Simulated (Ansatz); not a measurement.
## ZnO: strain energy, fitted

ZnO, P6_3mc, a = 3.279 Å, c = 5.293 Å. Ansatz: PBE, PAW, 420 eV, Γ-centred 12×12×6 mesh on 4 atoms, Gaussian smearing 0.02 eV; no spin polarisation. Series: uniaxial strain along c, with a, b and atoms relaxed; x is the strain in per cent. y is the free energy over the unstrained cell, V0 = 12.325 Å³/atom.

| x (%) | y (meV/atom) |
| --- | --- |
| -6.0 | 17.61 |
| -4.0 | 8.21 |
| -2.0 | 2.15 |
| 0.0 | 0.00 |
| 2.0 | ? |
| 4.0 | 9.18 |
| 6.0 | 21.00 |

Q: Fit y = c2 x² + c3 x³ to the other rows, turn c2 into a modulus, and predict the missing energy.

A: Least squares on the rows shown. y = 0.53752 x² + 0.0078206 x³. In eV per unit strain² c2 is 5.375; this is Young's modulus along the axis (E = ½ Y V0 ε²): 2 × 5.375 × 160.2 / (12.325) = 140 GPa. At x = 2.0 the fit asked for gives 2.21 meV/atom. The run gave 2.25 meV/atom, so the fit is 0.04 meV/atom too low, within the rms miss on the fitted rows (0.07 meV/atom).

Cost: 7 runs of about 14 core-minutes in all, on Arm Neoverse V1 (shared hosts).